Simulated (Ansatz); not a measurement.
# MgS (Niningerite) (Fm-3m) in Ansatz: further runs, part 2 of 2

Ansatz 0.2.0. The steps go on from the part before.

**4. Band structure, HSEsol**

input

```
crystal:
  lattice:
    - [0.0, 2.60165, 2.60165]
    - [2.60165, 0.0, 2.60165]
    - [2.60165, 2.60165, 0.0]
  atoms:
    - { symbol: S, position: [0.5, 0.5, 0.5] }
    - { symbol: Mg, position: [0.0, 0.0, 0.0] }
hamiltonian:
  xc:
    exchange: hjs_pbesol
    correlation: pbesol
    exx: { coeff: 0.25, omega: 0.207 }
  pseudopotentials: { kind: paw }
kpoints:
  mp_grid: { grid: [5, 5, 5] }
  band_path:
    path:
      - [[0.0, 0.0, 0.0], [0.5, 0.0, 0.5], [0.5, 0.25, 0.75], [0.375, 0.375, 0.75], [0.0, 0.0, 0.0], [0.5, 0.5, 0.5], [0.625, 0.25, 0.625], [0.5, 0.25, 0.75], [0.5, 0.5, 0.5], [0.375, 0.375, 0.75]]
      - [[0.625, 0.25, 0.625], [0.5, 0.0, 0.5]]
    npoints: 4
scf:
  occupations: { method: fermi_dirac, width: 0.05 }
  n_extra_bands: 6
output:
  forces: true
  stress: true
  eigenvalues: true
  fatbands: false
```

Potentials or basis: Ansatz PAW.

The log of the run:

```text
Warning: output.stress: scf.convergence.dr2_threshold = 1e-7 eV (the SCF's general default) is looser than the 2e-10 eV advised for a printed stress (1e-10 eV for each atom of the cell: 2). What an SCF threshold leaves in a stress goes as its square root, and in the free energy as the threshold itself, and one threshold admits the most on a small cell: of the crystals measured, under no hybrid functional and no lock of the moments, on runs that ended without the residual-converged pass, on stresses that held no estimate of that error, the worst erred by over 100 MPa in a component at 1e-7 eV an atom and by under 5 at 1e-10. Set scf.convergence.dr2_threshold to 2e-10 eV or tighter. The threshold is an SCF's pass mark: one that does not reach it within its budget of iterations ends unconverged, or closes short of it on a stop that the run arms, and scf.convergence.dr2_threshold's page says what that costs each kind of run
Warning: output.stress: scf.exx.energy_threshold = 1e-6 eV is looser than the 2e-8 eV advised for a stress under a hybrid functional (1e-8 eV for each atom of the cell: 2). Every SCF of the exchange loop can meet its threshold on dr2 while the loop round them stops early: no threshold on dr2 bounds what that leaves in the stress. Set scf.exx.energy_threshold to 2e-8 eV or tighter. The threshold is the loop's pass mark: a loop that does not reach it within its budget of cycles ends unconverged, and scf.exx.energy_threshold's page has the law
scf.n_extra_bands = 6 over 8 filled bands (N_el = 16.0): the run solves 14 bands
GPUs: using 1 of 1 available (devices: 1).
Engine: ansatz 0.2.0, x86_64-unknown-linux-gnu
Pseudopotentials: kind: paw
Pseudopotential: S, paw, valence charge 6, recommended cutoff 420 eV (normal), S.paw.azcp
Pseudopotential: Mg, paw, valence charge 10, recommended cutoff 420 eV (normal), Mg.paw.azcp
Functional definition: unnamed
  parameter a_1 = 0.25
  parameter omega_1 = 0.207/angstrom
  exchange = pbe_x(mu = 0.12345679012345678) + (-a_1)*hjs_pbesol_x_sr(omega_1) + a_1*exact_x_sr(omega_1)
  correlation = pbe_c(beta = 0.046)
device memory: the entry about to start is reckoned to put 0.4 GiB on a device that reports 61.6 GiB free (of which the cap on the GPU budget leaves the run 18.0 GiB)
GPU FFT provider: cuFFT
GPU libraries: cuBLAS 13.8.2, cuFFT 12.4.0, cuSOLVER 12.3.4
Crystal: 2 atoms, lattice volume = 35.219 Å³
[... 68 lines left out ...]
  E_nonlocal   = 123.815950
  E_hartree    = 592.991198
  E_xc         = -102.263877
  E_vxc        = -102.117516  (∫ρ·V_xc dr)
  E_exx        = -62.949987  (= α·E_x^exact, valence–valence)
  E_paw        = -836.064862  (= ΣΔE_a)
  E_vpaw       = 25.961168  (= ΣTr[D̂ρ^β])
  E_aug_tail   = -0.000001  (compensation charges beyond the density's cutoff)
  E_ewald      = -1043.740020
  E_core_change = -0.032978  (= ΣΔE_core)
  E_smearing   = -0.000000  (= −TS)
  E_closure    = -0.000000  (closes the sum)
  Σ components = -2809.540152   (vs F -2809.540152, Δ=0.00e0)
--- Forces (eV/Å), atoms counted from 1 ---
  atom   1  S     -0.00000000    -0.00000000    -0.00000000
  atom   2  Mg    -0.00000000    -0.00000000     0.00000000
  max |Σ_I F_I| component: 1.79e-28 eV/Å
--- Stress (GPa, compression-positive) ---
       -1.689685      -0.000000      -0.000000
       -0.000000      -1.689685       0.000000
        0.000000       0.000000      -1.689685
  P = ⅓ Tr σ = -1.6897 GPa (-16.897 kbar)
--- Band table (eV; the first three rows and the last of 10) ---
  k-point 0: bands = ["-73.6777", "-38.7353", "-38.7353", "-38.7353", "-8.2746", "5.6972", "5.6972", "5.6972", "10.4310", "14.7211", "14.7211", "14.7211", "17.3110", "17.3110"]
  k-point 1: bands = ["-73.6776", "-38.7379", "-38.7356", "-38.7356", "-7.8614", "3.4283", "5.4460", "5.4460", "11.6584", "14.6457", "14.9272", "14.9272", "16.7171", "16.7171"]
  k-point 2: bands = ["-73.6774", "-38.7421", "-38.7360", "-38.7360", "-7.0071", "0.8147", "5.0989", "5.0989", "11.2612", "13.8683", "13.8683", "17.1114", "18.6098", "19.7409"]
  k-point 9: bands = ["-73.6772", "-38.7409", "-38.7393", "-38.7374", "-6.5083", "1.6082", "2.7316", "3.7854", "11.9282", "13.7269", "14.3330", "16.8519", "19.8896", "20.7654"]
```

Wall time 45 s (1 × NVIDIA H100 80GB HBM3 with 2 threads of AMD EPYC 7R13 (Zen 3), shared host); peak memory 1.5 GiB.

Results:

```
Free energy             : -2809.5402 eV
Pressure                : -1.7 GPa
Band gap along the path : 3.74 eV, indirect (least direct gap 4.73 eV)
```

Levels at the corners of the path, in eV from the valence-band top:
| point | band 5 | band 6 | band 7 | band 8 | band 9 | band 10 | band 11 | band 12 |
| --- | --- | --- | --- | --- | --- | --- | --- | --- |
| Γ | -13.97 | 0.00 | 0.00 | 0.00 | 4.73 | 9.02 | 9.02 | 9.02 |
| X | -12.11 | -4.63 | -1.86 | -1.86 | 3.74 | 5.24 | 13.44 | 14.23 |
| W | -12.06 | -3.55 | -3.55 | -2.53 | 6.36 | 9.05 | 9.05 | 9.27 |
| K | -12.11 | -4.07 | -3.47 | -1.50 | 4.88 | 7.76 | 11.01 | 11.36 |
| Γ | -13.97 | 0.00 | 0.00 | 0.00 | 4.73 | 9.02 | 9.02 | 9.02 |
| L | -12.52 | -5.31 | -0.65 | -0.65 | 5.46 | 8.00 | 8.00 | 11.60 |
| U | -12.11 | -4.07 | -3.47 | -1.50 | 4.88 | 7.76 | 11.01 | 11.36 |
| W | -12.06 | -3.55 | -3.55 | -2.53 | 6.36 | 9.05 | 9.05 | 9.27 |
| L | -12.52 | -5.31 | -0.65 | -0.65 | 5.46 | 8.00 | 8.00 | 11.60 |
| K | -12.11 | -4.07 | -3.47 | -1.50 | 4.88 | 7.76 | 11.01 | 11.36 |
| U | -12.11 | -4.07 | -3.47 | -1.50 | 4.88 | 7.76 | 11.01 | 11.36 |
| X | -12.11 | -4.63 | -1.86 | -1.86 | 3.74 | 5.24 | 13.44 | 14.23 |

Caveat: the PAW data sets come from PBE, with cores solved anew for the run's functional, which leaves a small shift of forces and pressure; the thresholds are loose for stress.

**5. Band structure, r2SCAN0**

input: that of step 4 with these lines changed.

```diff
@@ -9,6 +9,3 @@
 hamiltonian:
-  xc:
-    exchange: hjs_pbesol
-    correlation: pbesol
-    exx: { coeff: 0.25, omega: 0.207 }
+  xc: r2scan0
   pseudopotentials: { kind: paw }
```

Potentials or basis: Ansatz PAW.

The log of the run:

```text
Warning: output.stress: scf.convergence.dr2_threshold = 1e-7 eV (the SCF's general default) is looser than the 2e-10 eV advised for a printed stress (1e-10 eV for each atom of the cell: 2). What an SCF threshold leaves in a stress goes as its square root, and in the free energy as the threshold itself, and one threshold admits the most on a small cell: of the crystals measured, under no hybrid functional and no lock of the moments, on runs that ended without the residual-converged pass, on stresses that held no estimate of that error, the worst erred by over 100 MPa in a component at 1e-7 eV an atom and by under 5 at 1e-10. Set scf.convergence.dr2_threshold to 2e-10 eV or tighter. The threshold is an SCF's pass mark: one that does not reach it within its budget of iterations ends unconverged, or closes short of it on a stop that the run arms, and scf.convergence.dr2_threshold's page says what that costs each kind of run
Warning: output.stress: scf.exx.energy_threshold = 1e-6 eV is looser than the 2e-8 eV advised for a stress under a hybrid functional (1e-8 eV for each atom of the cell: 2). Every SCF of the exchange loop can meet its threshold on dr2 while the loop round them stops early: no threshold on dr2 bounds what that leaves in the stress. Set scf.exx.energy_threshold to 2e-8 eV or tighter. The threshold is the loop's pass mark: a loop that does not reach it within its budget of cycles ends unconverged, and scf.exx.energy_threshold's page has the law
scf.n_extra_bands = 6 over 8 filled bands (N_el = 16.0): the run solves 14 bands
GPUs: using 1 of 1 available (devices: 1).
[... 1 set-up line as earlier in the session ...]
[... 104 lines left out ...]
--- Stress (GPa, compression-positive) ---
       -0.755936       0.000000       0.000000
        0.000000      -0.755936       0.000000
        0.000000       0.000000      -0.755936
  P = ⅓ Tr σ = -0.7559 GPa (-7.559 kbar)
--- Band table (eV; the first three rows and the last of 10) ---
  k-point 0: bands = ["-76.4466", "-40.2321", "-40.2321", "-40.2321", "-9.0929", "5.2318", "5.2318", "5.2318", "11.3319", "15.4174", "15.4174", "15.4174", "18.0024", "18.0024"]
  k-point 1: bands = ["-76.4465", "-40.2346", "-40.2323", "-40.2323", "-8.6759", "2.9737", "4.9728", "4.9728", "12.4969", "15.4530", "15.6480", "15.6480", "17.4721", "17.4721"]
  k-point 2: bands = ["-76.4463", "-40.2386", "-40.2327", "-40.2327", "-7.8182", "0.3182", "4.6131", "4.6131", "12.0324", "14.5946", "14.5946", "18.1505", "19.6385", "20.5630"]
  k-point 9: bands = ["-76.4461", "-40.2375", "-40.2359", "-40.2342", "-7.3160", "1.1102", "2.2364", "3.3135", "12.6859", "14.4643", "15.1365", "17.7064", "20.8168", "21.7564"]
```

bands.tsv:

```text
# k_distance	band_0	band_1	band_2	band_3	band_4	band_5	band_6	band_7	band_8	band_9	band_10	band_11	band_12	band_13
# fermi_ev = 7.915905
# lock_threshold_ev = 1e-6
# [0, 0, 0] at k_distance = 0.000000
[... 54 lines left out ...]
7.324499	-84.361979	-48.153541	-48.152201	-48.150051	-15.136864	-6.802462	-6.172122	-4.210848	3.409199	6.284393	9.597033	10.028082	12.088632	13.437714
7.431231	-84.361962	-48.153991	-48.151680	-48.150362	-15.122854	-7.046787	-5.670777	-4.361055	3.053285	5.258435	10.357929	10.772334	12.597529	14.284372
7.537964	-84.361951	-48.154323	-48.151225	-48.150604	-15.126759	-7.223758	-5.147463	-4.473013	2.717760	4.399333	11.204781	11.487351	13.152407	15.049450
7.644696	-84.361945	-48.154528	-48.150919	-48.150759	-15.134835	-7.330830	-4.729525	-4.542046	2.415200	3.870620	12.065250	12.101266	13.597185	14.473358
7.751428	-84.361944	-48.154598	-48.150814	-48.150814	-15.138508	-7.366658	-4.565380	-4.565380	2.278857	3.703711	12.305453	12.732867	13.772988	13.772988
```

Wall time 54 s (1 × NVIDIA H100 80GB HBM3 with 2 threads of AMD EPYC 7R13 (Zen 3), shared host); peak memory 1.6 GiB.

What came out:

* Free energy: -2835.2169 eV
* Pressure: -0.8 GPa
* Band gap along the path: 4.96 eV, indirect (least direct gap 6.10 eV)

Levels at the corners of the path, in eV from the valence-band top:
| point | band 6 | band 7 | band 8 | band 9 | band 10 | band 11 |
| --- | --- | --- | --- | --- | --- | --- |
| Γ | 0.00 | 0.00 | 0.00 | 6.10 | 10.19 | 10.19 |
| X | -4.68 | -1.88 | -1.88 | 4.96 | 6.39 | 14.99 |
| W | -3.59 | -3.59 | -2.53 | 7.58 | 10.28 | 10.28 |
| K | -4.12 | -3.49 | -1.53 | 6.09 | 8.97 | 12.28 |
| Γ | 0.00 | 0.00 | 0.00 | 6.10 | 10.19 | 10.19 |
| L | -5.34 | -0.67 | -0.67 | 6.70 | 9.20 | 9.20 |
| U | -4.12 | -3.49 | -1.53 | 6.09 | 8.97 | 12.28 |
| W | -3.59 | -3.59 | -2.53 | 7.58 | 10.28 | 10.28 |
| L | -5.34 | -0.67 | -0.67 | 6.70 | 9.20 | 9.20 |
| K | -4.12 | -3.49 | -1.53 | 6.09 | 8.97 | 12.28 |
| U | -4.12 | -3.49 | -1.53 | 6.09 | 8.97 | 12.28 |
| X | -4.68 | -1.88 | -1.88 | 4.96 | 6.39 | 14.99 |

Caveat: the PAW data sets come from PBE, with cores solved anew for the run's functional, which leaves a small shift of forces and pressure; the thresholds are loose for stress.

**6. The runs side by side**

| level | cutoff (eV) | pressure (GPa) |
| --- | --- | --- |
| HSE06 | 420 | -0.3 |
| HSE03 | 420 | -0.2 |
| HSEsol | 420 | -1.7 |
| r2SCAN0 | 500 | -0.8 |

Alike in all rows: task band structure; potentials or basis Ansatz PAW; no spin polarisation; cell as given; k mesh 5 × 5 × 5; smearing fermi-dirac 0.05 eV.

The pressure there spans -1.7 GPa (HSEsol) to -0.2 GPa (HSE03); a positive pressure means that this level wants a larger cell, a negative one a smaller.

Caveats: the PAW data sets come from PBE, with cores solved anew for the run's functional, which leaves a small shift of forces and pressure; the thresholds are loose for stress.

Total energies depend on the potentials used, so only differences within one code and one set of settings carry meaning.
